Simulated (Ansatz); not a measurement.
Results of HSE06 (PAW; Ansatz, a program for electronic structure) for spinel MgAl₂O₄.

The input as run:

Ansatz 0.2 input:
```yaml
crystal:
  lattice:
    - [0.0, 4.0382878037, 4.0382878037]
    - [4.0382878037, 0.0, 4.0382878037]
    - [4.0382878037, 4.0382878037, 0.0]
  atoms:
    - { symbol: Mg, position: [0.0, 0.0, 0.0] }
    - { symbol: Mg, position: [0.25, 0.25, 0.25] }
    - { symbol: Al, position: [0.625, 0.125, 0.625] }
    - { symbol: Al, position: [0.125, 0.625, 0.625] }
    - { symbol: Al, position: [0.625, 0.625, 0.125] }
    - { symbol: Al, position: [0.625, 0.625, 0.625] }
    - { symbol: O, position: [0.3886167664, 0.8341497009, 0.3886167664] }
    - { symbol: O, position: [0.4158502991, 0.8613832336, 0.8613832336] }
    - { symbol: O, position: [0.3886167664, 0.3886167664, 0.8341497009] }
    - { symbol: O, position: [0.8613832336, 0.4158502991, 0.8613832336] }
    - { symbol: O, position: [0.3886167664, 0.3886167664, 0.3886167664] }
    - { symbol: O, position: [0.8613832336, 0.8613832336, 0.8613832336] }
    - { symbol: O, position: [0.8341497009, 0.3886167664, 0.3886167664] }
    - { symbol: O, position: [0.8613832336, 0.8613832336, 0.4158502991] }
basis:
  ecutwfc: 460
  ecutrho_ratio: 4
  xc_grid: 2
kpoints:
  mp_grid: { grid: [6, 6, 6] }
  band_path: { path: [[0, 0, 0], [-0.114583, 0.0, 0.114583]], npoints: 1 }
hamiltonian:
  xc: hse06
  dispersion: none
  pseudopotentials: { kind: paw }
scf:
  occupations: { method: fermi_dirac, width: 0.01 }
  convergence: { dr2_threshold: 0.0000000014 }
output:
  forces: true
  stress: true
  eigenvalues: true
  write_bands: true
```

From the output:

```
WARN output.stress: scf.exx.energy_threshold = 1e-6 eV is looser than the 1.4e-7 eV advised for a stress under a hybrid functional (1e-8 eV for each atom of …
Crystal: 14 atoms, lattice volume = 131.711 Å³
Basis set: ecut = 460 eV, 2891 PW (Γ), exchange–correlation on 80×80×80 points (8 copies of the dense FFT grid, shifted against one another)
Bands: 54, of which v1, the nominal top of the filled ones, is band 40 counted from 1 (39 counted from 0)
Symmetry: 48 space group operations
Space group: Fd-3m (ITA 227), of the structure as read, at distance tolerance 5.1e-5 Å
k-points: 16 of 216
SCF iter   1: F=—  HF=-10558.640622 eV  |F-HF|=—  |Δ(HF+E_count)|=         —  Δρ=1.40e-3  dr2=2.03e-3
SCF iter   2: F=-10558.640955 eV  HF=-10558.640730 eV  |F-HF|=2.24e-4  |Δ(HF+E_count)|=   1.08e-4  Δρ=6.48e-4  dr2=1.12e-4
Crystal: 14 atoms, lattice volume = 131.711 Å³
Initial density: handed on by an earlier stage of this run
  ...
Crystal: 14 atoms, lattice volume = 131.711 Å³
SCF iter   4: F=—  HF=-10560.464678 eV  |F-HF|=—  |Δ(HF+E_count)|=   6.86e-8  Δρ=1.89e-6  dr2=3.06e-9
SCF iter   5: F=-10560.464678 eV  HF=-10560.464678 eV  |F-HF|=2.18e-11  |Δ(HF+E_count)|=  7.53e-10  Δρ=2.67e-7  dr2=8.37e-11
SCF 3 converged in 5 iterations: F = -10560.464678 eV  dr2 = 8.37e-11
Free energy (F): -10560.464678 eV
Internal energy: -10560.464678 eV  (E = F + TS)
E sigma→0 (E₀):  -10560.464678 eV
Fermi energy:    9.015108 eV
--- Forces (eV/Å), atoms counted from 1 ---
  atom   1  Mg     0.00000000     0.00000000     0.00000000
  atom   2  Mg     0.00000000     0.00000000    -0.00000000
  atom   3  Al    -0.00000000    -0.00000000    -0.00000000
  atom   4  Al    -0.00000000    -0.00000000     0.00000000
  atom   5  Al     0.00000000    -0.00000000     0.00000000
  atom   6  Al     0.00000000     0.00000000    -0.00000000
  atom   7  O      0.00047485    -0.00047485     0.00047485
  atom   8  O      0.00047485    -0.00047485    -0.00047485
  atom   9  O      0.00047485     0.00047485    -0.00047485
  atom  10  O     -0.00047485     0.00047485    -0.00047485
  atom  11  O     -0.00047485    -0.00047485    -0.00047485
  atom  12  O      0.00047485     0.00047485     0.00047485
  atom  13  O     -0.00047485     0.00047485     0.00047485
  atom  14  O     -0.00047485    -0.00047485     0.00047485
--- Stress (GPa, compression-positive) ---
        0.008332      -0.000000      -0.000000
       -0.000000       0.008332      -0.000000
       -0.000000      -0.000000       0.008332
  P = ⅓ Tr σ = 0.0083 GPa (0.083 kbar)
```

The PAW data were made under PBE.
